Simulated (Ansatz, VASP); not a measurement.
# Two plane-wave programs on Sb

```
Sb
1.0
     6.28880    0.00000    0.00000
     0.00000    6.28880    0.00000
     0.00000    0.00000    6.28880
Sb
8
Direct
  0.00000 0.00000 0.00000
  0.50000 0.50000 0.50000
  0.25000 0.00000 0.50000
  0.75000 0.00000 0.50000
  0.50000 0.25000 0.00000
  0.50000 0.75000 0.00000
  0.00000 0.50000 0.25000
  0.00000 0.50000 0.75000
```

Alike in both runs: functional BLYP; k mesh 4 × 4 × 4; occupations fermi-dirac, width 0.1 eV; no spin polarisation.

Ansatz relaxed the structure, and its values are those at the end. VASP's run is a single point on that final structure, the one shown.

```csv
,VASP,Ansatz
version,VASP 6.6.1,Ansatz 0.2.0
potentials or method,"VASP PAW PBE potentials, release 64 (Sb)","plane waves (420 eV) with PAW, scalar-relativistic"
plane-wave cutoff (eV),520,420
valence electrons in the cell,40,120
```

VASP gave:

| Property | Result |
| --- | --- |
| pressure (GPa) | 0.1 |

Problem. Which values does Ansatz return?

Solution. Pressure (GPa): 0.0.

The functional is the same, so the differences come from potentials, cutoffs and numerics. The two sets of potentials don't hold the same shells in valence.

Caveats: the PAW data sets were made with another functional, which shifts forces and pressure a little (VASP). Spin-orbit coupling is left out, which matters for the levels of Sb.
